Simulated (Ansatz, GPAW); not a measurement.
This is a calculation of TaN for Ansatz 0.2.0. The cell comes from a database or a generator and needn't be the stable form of this composition.

File input.yaml:

```yaml
crystal:
  lattice:
    - [0.0, 2.211323, 2.211323]
    - [2.211323, 0.0, 2.211323]
    - [2.211323, 2.211323, 0.0]
  atoms:
    - { symbol: Ta, position: [0.5, 0.5, 0.5] }
    - { symbol: "N", position: [0.0, 0.0, 0.0] }
kpoints:
  mp_grid: { grid: [10, 10, 10] }
scf:
  occupations: { method: gaussian, width: 0.029 }
hamiltonian:
  xc: pbe
  pseudopotentials: { kind: all_electron, lapw: { basis_error: 0.001 } }
output:
  forces: true
  stress: true
  eigenvalues: true
```

Potentials or basis: all-electron LAPW, scalar-relativistic.

Run with:

```console
$ ansatz run input.yaml --threads 1 --pin off --max-ram 3072MiB --backend cpu --events-out ev --progress --plain --runs-dir out
```

Q: Set up the same calculation for GPAW 26.7.0 (ASE script). Potentials or basis there: GPAW PAW data sets (gpaw-data 1.2.1), cutoff 800 eV.

A: As run (cutoffs and basis follow the program's own potentials, and thresholds, step limits or extra output files can differ):

run.py

```python
from ase.dft.bandgap import bandgap
from ase.io import read, write
from ase.units import GPa
from gpaw import GPAW, PW

atoms = read('TaN.xyz')

calc = GPAW(mode=PW(800),
            xc='PBE',
            kpts={'size': (10, 10, 10), 'gamma': True},
            occupations={'name': 'methfessel-paxton', 'order': 0, 'width': 0.028999999999999998},
            nbands=19,
            convergence={'density': 1e-05, 'energy': 1e-05},
            maxiter=150,
            txt='gpaw.txt')
atoms.calc = calc
energy = atoms.get_potential_energy()
forces = atoms.get_forces()
stress = atoms.get_stress()
calc.write('gs.gpw')
write('result.traj', atoms)
print(f'Energy: {energy:.6f} eV')
print('Forces (eV/A):')
print(forces.round(4))
print('Stress (GPa):', (stress / GPa).round(3))
print('Fermi level:', round(calc.get_fermi_level(), 4), 'eV')
print(f'Gap: {bandgap(calc)[0]:.4f} eV, direct: {bandgap(calc, direct=True)[0]:.4f} eV')
```

File TaN.xyz:

```xyz
2
Lattice="0.0000000000 2.2113230000 2.2113230000 2.2113230000 0.0000000000 2.2113230000 2.2113230000 2.2113230000 0.0000000000" Properties=species:S:1:pos:R:3 pbc="T T T"
Ta     2.2113230000      2.2113230000      2.2113230000
N      0.0000000000      0.0000000000      0.0000000000
```

Potentials or basis: GPAW PAW data sets (gpaw-data 1.2.1), pw.

The run is started by

```console
$ OMP_NUM_THREADS=1 python run.py
```

Both were run:

|  | Ansatz | GPAW |
| --- | --- | --- |
| Pressure | -1.2 GPa | -1.6 GPa |

Where Ansatz's input types no cutoff or centring, it takes its own default and a Γ-centred mesh.

Pressure is positive in compression.
